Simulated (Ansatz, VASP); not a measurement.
**One calculation of KBr, two programs**

Contents of POSCAR:

```
KBr
1.0
    0.0000000000      3.1644698871      3.1644698871
    3.1644698871      0.0000000000      3.1644698871
    3.1644698871      3.1644698871      0.0000000000
K Br
1 1
Direct
    0.0000000000      0.0000000000      0.0000000000
    0.5000000000      0.5000000000      0.5000000000
```

File INCAR.step1:

```
SYSTEM = KBr
ALGO = Normal ; EDIFF = 1E-4
ENCUT = 520 ; GGA = PE
ISMEAR = 0 ; LASPH = .True.
LCHARG = .False. ; LREAL = .False.
LWAVE = .True. ; NBANDS = 15
NELM = 80 ; PREC = Accurate
SIGMA = 0.02
```

The input INCAR.step2:

```
SYSTEM = KBr
ALGO = Normal ; EDIFF = 1E-6
ENCUT = 520 ; ISIF = 2
ISMEAR = 0 ; ISTART = 1
LASPH = .True. ; LCHARG = .True.
LELF = .True. ; LMIXTAU = .True.
LREAL = .False. ; LVHAR = .True.
LWAVE = .False. ; METAGGA = R2SCAN
NBANDS = 15 ; NELM = 80
PREC = Accurate ; SIGMA = 0.02
```

The input KPOINTS:

```
k-points
0
Gamma
  6 6 6
  0 0 0
```

Input for Ansatz:

```yaml
crystal:
  lattice:
    - [0.0, 3.1644698871, 3.1644698871]
    - [3.1644698871, 0.0, 3.1644698871]
    - [3.1644698871, 3.1644698871, 0.0]
  atoms:
    - { symbol: K, position: [0.0, 0.0, 0.0] }
    - { symbol: Br, position: [0.5, 0.5, 0.5] }
basis:
  ecutwfc: 500
kpoints:
  mp_grid: { grid: [6, 6, 6] }
hamiltonian:
  xc: r2scan
scf:
  occupations: { method: gaussian, width: 0.02 }
output:
  forces: true
  stress: true
  eigenvalues: true
```

Alike in both runs: task single point; functional r2SCAN; k mesh 6 × 6 × 6; occupations gaussian, width 0.02 eV; no spin polarisation.

|  | VASP | Ansatz |
| --- | --- | --- |
| version | VASP 6.6.1 | Ansatz 0.2.0 |
| potentials or method | VASP PAW PBE potentials, release 64 (K_sv, Br) | scalar-relativistic, plane waves, PAW |
| plane-wave cutoff (eV) | 520 | 500 |
| valence electrons in the cell | 16 | 16 |

Ansatz gave:

- gap on the k mesh at the Fermi level (eV): 5.47
- least direct gap on the mesh (eV): 5.47
- pressure (GPa): 2.8

Question: Estimate VASP's values.

Answer: gap on the k mesh at the Fermi level (eV): 5.47; least direct gap on the mesh (eV): 5.47; pressure (GPa): 2.9.

Caveats: the PAW data sets were made with another functional, which shifts forces and pressure a little (VASP). r2SCAN opens gaps a little over a GGA but as a rule still falls short of measured ones.
